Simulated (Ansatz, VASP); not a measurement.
**One calculation of H, two programs**

```xyz
1
Lattice="7.6672 0.0000 0.0000 0.0000 7.6672 0.0000 0.0000 0.0000 27.1123" Properties=species:S:1:pos:R:3 pbc="T T T"
H     1.9168    5.7504   14.8271
```

Alike in both runs: task single point; functional PBE; dispersion D3(BJ); k mesh 2 × 2 × 1; occupations gaussian, width 0.05 eV; collinear spin.

```csv
,VASP,Ansatz
version,VASP 6.6.1,Ansatz 0.2.0
potentials or method,"VASP PAW PBE potentials, release 64 (H)","scalar-relativistic, plane waves, PAW"
plane-wave cutoff (eV),520,420
valence electrons in the cell,1,1
```

```csv
,VASP,Ansatz,Ansatz less VASP
gap on the k mesh at the Fermi level (eV),7.30,7.29,-0.014
least direct gap on the mesh (eV),7.30,7.29,-0.014
net moment per atom (μB),1.00,1.00,0.000
size of the moment on the site where the two differ most (μB),0.38,1.00,+0.619
```

Site moments also hang on the region over which each program counts them. Ansatz warned: «nearly_empty_spin_channel_levels_not_settled».
